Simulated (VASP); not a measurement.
CsBr:

```
CELL_PARAMETERS angstrom
4.38931 0.00000 0.00000
0.00000 4.38931 0.00000
0.00000 0.00000 4.38931
ATOMIC_POSITIONS crystal
Cs 0.00000 0.00000 0.00000
Br 0.50000 0.50000 0.50000
```

* Program: VASP 6.6.1
* Task: relaxation of cell and atoms
* Functional: LDA
* Potentials or basis: VASP PAW LDA potentials, release 64 (Cs_sv, Br)
* Cutoff: 600 eV
* k mesh: 6 × 6 × 6
* Occupations: gaussian, width 0.02 eV
* Spin: no spin polarisation

At the start: pressure -2.3 GPa; volume 42.28 Å³/atom.

How do energy, volume and symmetry change on relaxing?

Over 8 steps the energy falls by 56.6 meV/atom and the volume is 35.71 Å³/atom (-15.6 %); space group Pm-3m (No. 221, to 0.05 Å).

The path:
```
step  energy change (eV)  largest force (eV/Å)  pressure (GPa)  volume (Å³)
   1              0.0000                0.0000           -2.29        84.56
   2             -0.0848                0.0000           -1.39        77.38
   3             -0.1129                0.0000           -0.20        71.96
   4             -0.1132                0.0000            0.05        71.16
   5             -0.1132                0.0000           -0.04        71.42
   6             -0.1132                0.0000           -0.03        71.42
   7             -0.1132                0.0000           -0.03        71.41
   8             -0.1132                0.0000           -0.02        71.41
```

Final structure:
```
Cs Br
1.0
     4.14882    0.00000    0.00000
     0.00000    4.14882    0.00000
     0.00000    0.00000    4.14882
Cs Br
1 1
Direct
  0.00000 0.00000 0.00000
  0.50000 0.50000 0.50000
```

Caveat: the volume moved by over 15 % at a fixed basis, so the end points are rough.
